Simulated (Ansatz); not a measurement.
The cell is COD entry 9013006, as deposited and not checked against the literature; nothing was relaxed.

An input for As and the output that it gave: DFT, PBE, PAW with Ansatz's default frozen-core files, scalar-relativistic (Ansatz 0.2.0).

```yaml
crystal:
  lattice:
    - [1.825, -5.5, 0.0]
    - [1.825, 5.5, 0.0]
    - [0.0, 0.0, 4.47]
  atoms:
    - { symbol: As, position: [0.11, 0.89, 0.94] }
    - { symbol: As, position: [0.61, 0.39, 0.56] }
    - { symbol: As, position: [0.89, 0.11, 0.06] }
    - { symbol: As, position: [0.39, 0.61, 0.44] }
kpoints:
  mp_grid: { grid: [12, 12, 9] }
  band_path:
    path:
      - [0.0, 0.0, 0.0]
      - [-0.5, 0.5, 0.0]
      - [-0.2775258264, 0.7224741736, 0.0]
      - [0.2775258264, 0.2775258264, 0.0]
      - [0.0, 0.0, 0.0]
      - [0.0, 0.0, 0.5]
      - [0.2775258264, 0.2775258264, 0.5]
      - [-0.2775258264, 0.7224741736, 0.5]
      - [-0.5, 0.5, 0.5]
    npoints: 8
scf:
  occupations: { method: fermi_dirac, width: 0.05 }
hamiltonian:
  xc: pbe
  pseudopotentials: { kind: paw }
output:
  forces: true
  stress: true
  eigenvalues: true
  efg: { contact_densities: true }
  populations: true
  bader: true
  dos: { projected: true, de: 0.2, e_range: [-14, 8] }
```

What the program printed:

```
Engine: ansatz 0.2.0
Pseudopotentials: kind: paw
Pseudopotential: As, paw, valence charge 15, recommended cutoff 420 eV (normal)
Functional definition: PBE
  parameter kappa = 0.804
  parameter beta = 0.06672455060314922
  exchange = pbe_x(kappa = kappa, mu = beta*pi^2/3)
  correlation = pbe_c(beta = beta)
Crystal: 4 atoms, lattice volume = 89.735 Å³
Basis set: ecut = 420 eV, 1767 PW (Γ), exchange–correlation on 80×80×60 points (8 copies of the dense FFT grid, shifted against one another)
Bands: 36, of which v1, the nominal top of the filled ones, is band 30 counted from 1 (29 counted from 0)
Symmetry: 8 space group operations
Space group: Cmce (ITA 64), of the structure as read, at distance tolerance 4.5e-5 Å
k-points: 215 of 1296
Non-local potential: As, projectors of the file, l = 0: 2, l = 1: 2, l = 2: 3, l = 3: 1
PAW form: soft (Blöchl's): semilocal exchange-correlation on the pseudo side does not see the compensation charge
PAW one-centre angular grid: As, 590 points (default); XC on 64 Gauss nodes
Initial density: superposition of atomic densities (neutral atoms: chi_scale 0, normalization atom), corrected by the library's trained network
Initial wavefunctions: pseudopotential atomic-orbital guess
Functional: x = pbe(κ = 0.804, μ = 0.2195149727645171), c = pbe(β = 0.06672455060314922)
SCF iter   1: F=—  HF=-19424.419636 eV  |F-HF|=—  |Δ(HF+E_count)|=         —  Δρ=1.55e-3  dr2=2.90e-3  ethr=1.77e-3  ⟨swp⟩=6.2  Hψ=29994  notcnv=0  defer=2
preconditioner: auto → Kerker (q_TF=auto, 2.551 Å⁻¹)  [metal: Δε(μ)=0.073 eV  Ē_g=9.189 eV  σ=0.050 eV  W_gap=0.35  n_scr=26 (ndim 8)  ℏωp=17.5 eV  f_vac=0.000  D(μ)=0.17/eV (n_scr^D=0)]
SCF iter   2: F=—  HF=-19424.419160 eV  |F-HF|=—  |Δ(HF+E_count)|=   4.77e-4  Δρ=1.03e-3  dr2=1.51e-3  ethr=4.83e-6  ⟨swp⟩=2.0  Hψ=13950  notcnv=0  defer=5
SCF iter   3: F=—  HF=-19424.419234 eV  |F-HF|=—  |Δ(HF+E_count)|=   7.49e-5  Δρ=4.28e-4  dr2=4.57e-4  ethr=2.52e-6  ⟨swp⟩=2.0  Hψ=13868  notcnv=0  defer=5
SCF iter   4: F=—  HF=-19424.419156 eV  |F-HF|=—  |Δ(HF+E_count)|=   7.85e-5  Δρ=2.36e-4  dr2=5.66e-5  ethr=7.61e-7  ⟨swp⟩=2.0  Hψ=8914  notcnv=0  defer=5
SCF iter   5: F=—  HF=-19424.419161 eV  |F-HF|=—  |Δ(HF+E_count)|=   5.14e-6  Δρ=6.73e-5  dr2=7.28e-6  ethr=9.44e-8  ⟨swp⟩=2.0  Hψ=13981  notcnv=0  defer=5
SCF iter   6: F=—  HF=-19424.419151 eV  |F-HF|=—  |Δ(HF+E_count)|=   9.93e-6  Δρ=3.07e-5  dr2=1.31e-6  ethr=1.21e-8  ⟨swp⟩=2.0  Hψ=13979  notcnv=0  defer=5
SCF iter   7: F=-19424.419150 eV  HF=-19424.419150 eV  |F-HF|=1.07e-7  |Δ(HF+E_count)|=   7.38e-7  Δρ=7.38e-6  dr2=7.11e-8  ethr=1.67e-10  ⟨swp⟩=5.5  Hψ=35900  notcnv=0
SCF 1 converged in 7 iterations: F = -19424.419150 eV  dr2 = 7.11e-8
  greatest PAW one-centre occupation: 0.999 electrons in one spin orbital (limit 2), on the As atom at site 3 (counted from 0), in its partial waves of l = 2
NSCF: frozen V_eff on 65 k-points
SCF converged after 7 iterations
Free energy (F): -19424.419150 eV
Harris-Foulkes:  -19424.419150 eV  (|F-HF|=1.07e-7)
Internal energy: -19424.417504 eV  (E = F + TS)
E sigma→0 (E₀):  -19424.418327 eV
Entropy (-TS):   -0.001646 eV (-0.412 meV/atom)
Fermi energy:    9.880683 eV
--- Per-component energies (eV) ---
  E_band       = -968.748435
  E_kinetic    = 410.603391
  E_local      = -7005.699981  (includes V_loc(G=0)·N_el)
  E_nonlocal   = -2682.692602
  E_hartree    = 3847.125411
  E_xc         = -317.007664
  E_vxc        = -316.940956  (∫ρ·V_xc dr)
  E_paw        = -7338.537248  (= ΣΔE_a)
  E_vpaw       = 931.715849  (= ΣTr[D̂ρ^β])
  E_aug_tail   = 0.000029  (compensation charges beyond the density's cutoff)
  E_ewald      = -6338.208841
  E_smearing   = -0.001646  (= −TS)
  E_closure    = 0.000000  (closes the sum)
  Σ components = -19424.419150   (vs F -19424.419150, Δ=0.00e0)
--- Forces (eV/Å), atoms counted from 1 ---
  atom   1  As     0.00000000    -0.11364069    -0.05091014
  atom   2  As     0.00000000    -0.11364069     0.05091014
  atom   3  As     0.00000000     0.11364069     0.05091014
  atom   4  As     0.00000000     0.11364069    -0.05091014
  max |Σ_I F_I| component: 2.78e-17 eV/Å
--- Stress (GPa, compression-positive) ---
        3.880012      -0.000000      -0.000000
       -0.000000       2.798798      -0.000000
       -0.000000      -0.000000       2.277513
  P = ⅓ Tr σ = 2.9854 GPa (29.854 kbar)
--- PAW observables at the nuclei: V_zz in 10²¹ V/m², potentials from the cell's mean, atoms counted from 1 ---
  atom   1  As V_zz =    -9.997916   η = 0.0608   by run symmetry: allowed
            electrostatic potential = -4514.847463 V   contact ρ = 235520.284448 e/Å³
  atom   2  As V_zz =    -9.997916   η = 0.0608   by run symmetry: allowed
            electrostatic potential = -4514.847463 V   contact ρ = 235520.284448 e/Å³
  atom   3  As V_zz =    -9.997916   η = 0.0608   by run symmetry: allowed
            electrostatic potential = -4514.847463 V   contact ρ = 235520.284448 e/Å³
  atom   4  As V_zz =    -9.997916   η = 0.0608   by run symmetry: allowed
            electrostatic potential = -4514.847463 V   contact ρ = 235520.284448 e/Å³
--- Band table (eV; the first three rows and the last of 215) ---
  k-point 0: bands = ["-26.1646", "-26.1615", "-26.1439", "-26.1199", "-26.1125", "-26.0814", "-26.0804", "-26.0776", "-26.0656", "-26.0533", "-26.0446", "-26.0442", "-26.0333", "-26.0277", "-26.0215", "-26.0156", "-25.9979", "-25.9884", "-25.9863", "-25.9736", "-4.8880", "-2.1166", "0.5030", "3.8428", "3.8540", "5.5832", "6.8730", "7.6549", "8.0303", "8.8289", "11.8663", "11.9564", "12.4224", "13.2877", "14.7222", "15.2593"]
  k-point 1: bands = ["-26.1639", "-26.1608", "-26.1429", "-26.1201", "-26.1123", "-26.0847", "-26.0801", "-26.0763", "-26.0671", "-26.0518", "-26.0461", "-26.0417", "-26.0339", "-26.0272", "-26.0209", "-26.0152", "-25.9982", "-25.9889", "-25.9870", "-25.9747", "-4.8158", "-2.1658", "0.3916", "3.4287", "4.0383", "5.8708", "6.9406", "7.9879", "8.0623", "8.4841", "11.9568", "12.2509", "12.2714", "13.0163", "14.3629", "15.1386"]
  k-point 2: bands = ["-26.1619", "-26.1592", "-26.1400", "-26.1209", "-26.1116", "-26.0915", "-26.0792", "-26.0736", "-26.0700", "-26.0498", "-26.0487", "-26.0364", "-26.0354", "-26.0267", "-26.0190", "-26.0138", "-25.9988", "-25.9903", "-25.9889", "-25.9780", "-4.6021", "-2.3612", "0.2373", "2.7142", "4.2994", "6.5400", "7.1356", "7.8032", "8.1326", "8.7411", "11.7395", "12.0298", "12.4539", "12.9393", "13.5928", "15.1383"]
  k-point 214: bands = ["-26.1575", "-26.1569", "-26.1309", "-26.1264", "-26.1081", "-26.1041", "-26.0782", "-26.0763", "-26.0646", "-26.0595", "-26.0412", "-26.0388", "-26.0284", "-26.0271", "-26.0129", "-26.0105", "-25.9964", "-25.9927", "-25.9926", "-25.9904", "-3.5764", "-3.1886", "-0.0735", "0.3911", "7.5754", "7.7163", "8.0238", "8.2391", "8.3375", "9.2967", "11.1037", "11.1227", "11.8372", "12.0089", "12.2856", "12.7725"]
--- Löwdin populations: 4 sites ---
  site symbol       q [e]
     0     As     14.9569
     1     As     14.9569
     2     As     14.9569
     3     As     14.9569
  spilling = 0.002877 (of n_electrons = 60.000000)
--- Bader charges: 4 sites ---
  site symbol  charge [e]  shift [e]
     0     As      0.0000     0.0000
     1     As      0.0000     0.0000
     2     As      0.0000     0.0000
     3     As      0.0000     0.0000
  estimated error of the sums over rays = 2.8e-4 e
```
